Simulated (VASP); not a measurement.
# BN (P6_3mc) in VASP: density of states with PBE

Aim: the density of states of BN with PBE.

All numbers are computed with VASP 6.6.1; they aren't measurements. Logs are shortened: lines on timing, memory, paths and dates and some standing lists are left out, and cuts for length are marked.

## 1. The structure

It takes space group P6_3mc (No. 186, hexagonal). Conventional cell: a = 2.555 Å, b = 2.555 Å, c = 4.225 Å, α = 90.00°, β = 90.00°, γ = 120.00°. Around B (site symmetry 3m) lie 4 N at 1.57 to 1.58 Å. N (site symmetry 3m) is surrounded by 4 B at 1.57 to 1.58 Å.

The cell was built by a generator and needn't be a form met in nature.

## 2. Density of states, PBE

Contents of POSCAR:

```
BN
1.0
    2.5545348137      0.0000000000      0.0000000000
   -1.2772674068      2.2122920435      0.0000000000
    0.0000000000      0.0000000000      4.2245049667
B N
2 2
Direct
    0.3333333333      0.6666666667      0.3126939999
    0.6666666667      0.3333333333      0.8126939999
    0.6666666667      0.3333333333      0.1873060001
    0.3333333333      0.6666666667      0.6873060001
```

Contents of INCAR.step1:

```
SYSTEM = BN
PREC = Accurate
ENCUT = 520
EDIFF = 1E-6
ISMEAR = 0
SIGMA = 0.02
LREAL = .False.
LASPH = .True.
NELM = 100
ALGO = Normal
ISIF = 2
LWAVE = .False.
LCHARG = .True.
GGA = PE
NBANDS = 16
```

Contents of KPOINTS.step1:

```
Automatic mesh
0
Gamma
  12 12 6
  0 0 0
```

Contents of INCAR.step2:

```
SYSTEM = BN
PREC = Accurate
ENCUT = 520
EDIFF = 1E-6
ISMEAR = -5
SIGMA = 0.02
LREAL = .False.
LASPH = .True.
NELM = 100
ALGO = Normal
ISIF = 2
LWAVE = .False.
LCHARG = .False.
GGA = PE
LORBIT = 11
NEDOS = 2001
ICHARG = 11
```

Contents of KPOINTS.step2:

```
Automatic mesh
0
Gamma
  18 18 9
  0 0 0
```

Potentials or basis: VASP PAW PBE potentials, release 64 (B, N).

Started as:

```sh
> cat potpaw_PBE.64/B/POTCAR potpaw_PBE.64/N/POTCAR > POTCAR
> cp INCAR.step1 INCAR
> cp KPOINTS.step1 KPOINTS
> mpirun -np 1 vasp_std > vasp.out
> cp INCAR.step2 INCAR
> cp KPOINTS.step2 KPOINTS
> mpirun -np 1 vasp_std > vasp.out
```

OUTCAR:

```text
SYSTEM = BN
   PREC = Accurate
   ENCUT = 520
   EDIFF = 1E-6
   ISMEAR = -5
   LREAL = .False.
   LASPH = .True.
   NELM = 100
   ISIF = 2
   GGA = PE
   LORBIT = 11
   ICHARG = 11

 ion  position               nearest neighbor table
   1  0.333  0.667  0.313-   3 1.57   3 1.57   3 1.57   4 1.58
   2  0.667  0.333  0.813-   4 1.57   4 1.57   4 1.57   3 1.58
   3  0.667  0.333  0.187-   1 1.57   1 1.57   1 1.57   2 1.58
   4  0.333  0.667  0.687-   2 1.57   2 1.57   2 1.57   1 1.58

  LATTYP: Found a hexagonal cell.
 ALAT       =     2.5545348137
 C/A-ratio  =     1.6537276940

  Lattice vectors:

 A1 = (   2.5545348137,   0.0000000000,   0.0000000000)
 A2 = (  -1.2772674068,   2.2122920435,   0.0000000000)
 A3 = (   0.0000000000,   0.0000000000,   4.2245049667)

Analysis of symmetry for initial positions (statically):
=====================================================================
 Subroutine PRICEL returns:
 Original cell was already a primitive cell.

 Routine SETGRP: Setting up the symmetry group for a
 hexagonal supercell.

 Subroutine GETGRP returns: Found 12 space group operations
 (whereof  6 operations were pure point group operations)
 out of a pool of 24 trial point group operations.

The static configuration has the point symmetry C_3v.
 The point group associated with its full space group is C_6v.

Analysis of symmetry for dynamics (positions and initial velocities):
=====================================================================
 Subroutine PRICEL returns:
 Original cell was already a primitive cell.

 Routine SETGRP: Setting up the symmetry group for a
 hexagonal supercell.

 Subroutine GETGRP returns: Found 12 space group operations
 (whereof  6 operations were pure point group operations)
 out of a pool of 24 trial point group operations.

The dynamic configuration has the point symmetry C_3v.
 The point group associated with its full space group is C_6v.

 Subroutine INISYM returns: Found 12 space group operations
 (whereof  6 operations are pure point group operations),
 and found     1 'primitive' translations

----------------------------------------------------------------------------------------

                                     Primitive cell

  volume of cell :      23.8743

  direct lattice vectors                    reciprocal lattice vectors
     2.554534814  0.000000000  0.000000000     0.391460705  0.226009944  0.000000000
[... 109 lines left out ...]
   IALGO  =     38    algorithm
   IMIX   =      4    mixing-type and parameters
     AMIX     =   0.40;   BMIX     =  1.00
     AMIX_MAG =   1.60;   BMIX_MAG =  1.00
  volume/ion in A,a.u.               =       5.97        40.28
  Fermi-wavevector in a.u.,A,eV,Ry     =   1.432643  2.707304 27.925513  2.052467
  Thomas-Fermi vector in A             =   2.552248
   LORBIT       =     11    0 simple, 1 ext, 2 COOP (PROOUT), +10 PAW based schemes
   GGA     = PE    functional components
   LHFCALC =     F    Hartree Fock is set to
   AEXX    =    0.0000 exact exchange contribution
   IVDW    =     0    specifies the selected vdW correction
   LEPSILON=     F    determine dielectric tensor
   LRPA    =     F    only Hartree local field effects (RPA)
 non-spin polarized calculation
 Fermi weights with tetrahedron method with Bloechl corrections
  energy-cutoff  :      520.00
  volume of cell :       23.87
 maximum number of plane-waves:       660
 NGX is ok and might be reduce to    20

 number of electron      16.0000000 magnetization

 Free energy of the ion-electron system (eV)
  ---------------------------------------------------
  ext. energy  EPLUGINS =         0.00000000
  ---------------------------------------------------
  free energy    TOTEN  =       -34.83273680 eV

  energy without entropy =      -34.83273680  energy(sigma->0) =      -34.83273680

 E-fermi :   7.4384     XC(G=0): -12.7614

 val. band max:        7.4290314479   @ k =   0.0000   0.0000   0.0000
 cond. band min:      12.6393896946   @ k =   0.3333   0.3333   0.0000
 fundamental gap:      5.2103582467
 Fermi energy:         7.4383776269

 k-point     1 :       0.0000    0.0000    0.0000
  band No.  band energies     occupation
      1     -12.8569      2.00000
      2      -8.7494      2.00000
      3      -3.3903      2.00000
      4       5.3260      2.00000
      5       5.3261      2.00000
      6       7.1667      2.00000
      7       7.4290      2.00000
      8       7.4290      2.00000
      9      15.7618      0.00000
     10      15.7618      0.00000
     11      15.9817      0.00000
     12      16.8349      0.00000
[... 331 lines left out ...]
 k-point    24 :       0.3889    0.1111    0.0000
  band No.  band energies     occupation
      1      -9.0140      2.00000
      2      -7.2853      2.00000
      3      -1.7694      2.00000
      4       0.0129      2.00000
      5       0.5163      2.00000
      6       1.8043      2.00000
      7       3.3297      2.00000
      8       4.6562      2.00000
      9      14.6108      0.00000
     10      15.4790      0.00000
     11      18.3258      0.00000
     12      19.7932      0.00000

 [... further k-points ...]
[... 5 lines left out ...]
  --------------------------------------------------------------------------------------
  -------------------------------------------------------------------------------------
  Total        0.0366175      0.0366175      0.0316886      0.0000000      0.0000000      0.0000000
  in kB        2.4573633      2.4573633      2.1265893      0.0000000      0.0000000      0.0000000
  external PRESSURE =       2.3471053 kB  Pullay stress =       0.0000000 kB

 VOLUME and BASIS-vectors are now :
 -----------------------------------------------------------------------------
  energy-cutoff  :      520.00
  volume of cell :       23.87
      direct lattice vectors                 reciprocal lattice vectors
     2.554534814  0.000000000  0.000000000     0.391460705  0.226009944  0.000000000
    -1.277267407  2.212292044  0.000000000     0.000000000  0.452019887  0.000000000
     0.000000000  0.000000000  4.224504967     0.000000000  0.000000000  0.236714126

 POSITION                                       TOTAL-FORCE (eV/Angst)
 -----------------------------------------------------------------------------------
     -0.00000      1.47486      1.32098        -0.000000     -0.000000      0.001068
      1.27727      0.73743      3.43323        -0.000000      0.000000      0.001068
      1.27727      0.73743      0.79128         0.000000      0.000000     -0.001068
     -0.00000      1.47486      2.90353         0.000000     -0.000000     -0.001068
 -----------------------------------------------------------------------------------
    total drift:                               -0.000000     -0.000000     -0.000040

  FREE ENERGIE OF THE ION-ELECTRON SYSTEM (eV)
  ---------------------------------------------------
  free  energy   TOTEN  =       -34.8327367973 eV

  energy  without entropy=      -34.8327367973  energy(sigma->0) =      -34.83273680

 total charge

# of ion       s       p       d       tot
------------------------------------------
    1        0.674   1.344   0.000   2.018
    2        0.674   1.344   0.000   2.018
    3        1.214   2.753   0.000   3.968
    4        1.214   2.753   0.000   3.968
--------------------------------------------------
tot          3.775   8.195   0.000  11.971
```

OUTCAR.step1:

```text
SYSTEM = BN
   PREC = Accurate
   ENCUT = 520
   EDIFF = 1E-6
   ISMEAR = 0
   LREAL = .False.
   LASPH = .True.
   NELM = 100
[... 688 lines left out ...]
      1.27727      0.73743      3.43323         0.000000      0.000000      0.001201
      1.27727      0.73743      0.79128         0.000000     -0.000000     -0.001201
     -0.00000      1.47486      2.90353        -0.000000     -0.000000     -0.001201
 -----------------------------------------------------------------------------------
    total drift:                               -0.000000     -0.000000     -0.000384

  FREE ENERGIE OF THE ION-ELECTRON SYSTEM (eV)
  ---------------------------------------------------
  free  energy   TOTEN  =       -34.8327312118 eV

  energy  without entropy=      -34.8327312118  energy(sigma->0) =      -34.83273121
```

It took 38 s on 1 thread of Intel Xeon Platinum 8259CL at 2.50GHz (Skylake/Cascade Lake), shared host; peak memory 0.17 GiB.

What came out:

```
Valence electrons inside the program's atomic spheres : B 2.02; N 3.97
```

Levels at points of the mesh, in eV from the valence-band top:
```csv
k point,band 5,band 6,band 7,band 8,band 9,band 10,band 11,band 12
"(0.00, 0.00, 0.00)",-2.10,-0.26,0.00,0.00,8.33,8.33,8.55,9.41
"(0.50, 0.00, 0.00)",-6.85,-4.93,-4.36,-2.09,6.68,7.94,10.56,11.39
```

States per cell in windows of 1 eV (zero at the valence-band top; states under -8 eV left out):
| from (eV) | total | N3_p | N4_p | B1_p | B2_p | B1_s | B2_s |
| --- | --- | --- | --- | --- | --- | --- | --- |
| -8.0 | 1.02 | 0.19 | 0.19 | 0.07 | 0.07 | 0.08 | 0.08 |
| -7.0 | 1.14 | 0.23 | 0.23 | 0.10 | 0.10 | 0.06 | 0.06 |
| -6.0 | 1.27 | 0.27 | 0.27 | 0.13 | 0.13 | 0.05 | 0.05 |
| -5.0 | 1.61 | 0.37 | 0.37 | 0.18 | 0.18 | 0.04 | 0.04 |
| -4.0 | 1.87 | 0.47 | 0.47 | 0.22 | 0.22 | 0.02 | 0.02 |
| -3.0 | 1.78 | 0.48 | 0.48 | 0.20 | 0.20 | 0.01 | 0.01 |
| -2.0 | 0.79 | 0.23 | 0.23 | 0.08 | 0.08 | 0.00 | 0.00 |
| -1.0 | 0.26 | 0.09 | 0.09 | 0.02 | 0.02 | 0.00 | 0.00 |
| 0.0 | 0.00 | 0.00 | 0.00 | 0.00 | 0.00 | 0.00 | 0.00 |
| 1.0 | 0.00 | 0.00 | 0.00 | 0.00 | 0.00 | 0.00 | 0.00 |
| 2.0 | 0.00 | 0.00 | 0.00 | 0.00 | 0.00 | 0.00 | 0.00 |
| 3.0 | 0.00 | 0.00 | 0.00 | 0.00 | 0.00 | 0.00 | 0.00 |
| 4.0 | 0.00 | 0.00 | 0.00 | 0.00 | 0.00 | 0.00 | 0.00 |
| 5.0 | 0.04 | 0.00 | 0.00 | 0.00 | 0.00 | 0.00 | 0.00 |
| 6.0 | 0.48 | 0.02 | 0.02 | 0.05 | 0.05 | 0.01 | 0.01 |
| 7.0 | 1.37 | 0.06 | 0.06 | 0.17 | 0.17 | 0.04 | 0.04 |
